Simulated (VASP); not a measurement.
Runs of VASP 6.6.1 on CdSe. It takes space group F-43m (No. 216, cubic). The conventional cell has a = 6.141 Å, b = 6.141 Å, c = 6.141 Å, α = 90.00°, β = 90.00°, γ = 90.00°. Cd (site symmetry -43m) is surrounded by 4 Se at 2.66 Å. Se (site symmetry -43m) has 4 Cd at 2.66 Å as nearest neighbours. Measurements of this composition are mostly on another form, of space group No. 186.

```csv
task,level,potentials or basis,cell,k mesh,cutoff (eV),smearing,grid for exact exchange (PRECFOCK),exchange at q = 0,cutoff of the response function,frequency points,empty bands,mesh quality,gap on the mesh (eV),pressure (GPa),relaxed volume (Å³/atom)
relaxation of cell and atoms,r2SCAN0,"VASP PAW PBE potentials, release 64 (Cd, Se)",relaxed,4 × 4 × 4,600,gaussian 0.05 eV,Fast,truncated,-,-,-,coarse,(b),0.0,28.63
single point,PBE,"VASP PAW PBE potentials, release 64 (Cd, Se)",as given,8 × 8 × 8,520,gaussian 0.021 eV,-,-,-,-,-,not flagged,(a),1.6,-
single point,r2SCAN,"VASP PAW PBE potentials, release 64 (Cd, Se)",as given,8 × 8 × 8,520,fermi-dirac 0.05 eV,-,-,-,-,-,not flagged,1.02,0.1,-
relaxation of cell and atoms,r2SCAN,"VASP PAW PBE potentials, release 64 (Cd, Se)",relaxed,8 × 8 × 8,600,gaussian 0.05 eV,-,-,-,-,-,not flagged,1.02,0.0,28.94
```

Alike in all rows: no spin polarisation.

Task: Fill in the values left out.

Result: (a) 0.55; (b) 2.46.

Caveats: some runs use coarse meshes; the PAW data sets were made with another functional, which shifts forces and pressure a little (some runs).

A k mesh can miss the band edges, and the runs leave out spin-orbit coupling on Cd, Se.

Not every run made on this cell is shown here.
